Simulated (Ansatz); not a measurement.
How far PBE and r2SCAN part for BaSnO3, pressure 1.8 GPa

Consider BaSnO$_{3}$ in the cubic perovskite structure (space group Pm-3m, No. 221; a = 4.1761 Å).

(Cell as relaxed with PBE.)

Levels (all Ansatz, an electronic-structure program, PAW): PBE (420 eV, scalar-relativistic without spin-orbit coupling); r2SCAN (500 eV, spin-orbit coupling left out).

Each level relaxes its own structure.

```tsv
base	PBE	r2SCAN
volume per atom	14.57 Å³	14.10 Å³
lattice parameter a	4.176 Å	4.131 Å
band gap	0.48 eV	1.56 eV
```

Perturbation: cell and atoms relaxed at a pressure of 1.8 GPa.

```tsv
quantity	PBE	r2SCAN
band gap	0.63 eV	___
volume per atom	14.38 Å³	___
smallest direct gap	1.12 eV	___
```

**Question.** What does r2SCAN give?

**Answer.** 
- band gap, r2SCAN: 1.71 eV
- volume per atom, r2SCAN: 13.95 Å³
- smallest direct gap, r2SCAN: 2.18 eV

PBE's band gap lies 1.08 eV below r2SCAN's; PBE's volume per atom lies 0.43 Å³ above r2SCAN's (3.1 %); PBE's smallest direct gap lies 1.06 eV below r2SCAN's. Neither level is exact; r2SCAN is the comparison here, not a measurement.

Load acts through the strain it causes; cell and atoms are relaxed under it. No phonon test of stability was made.
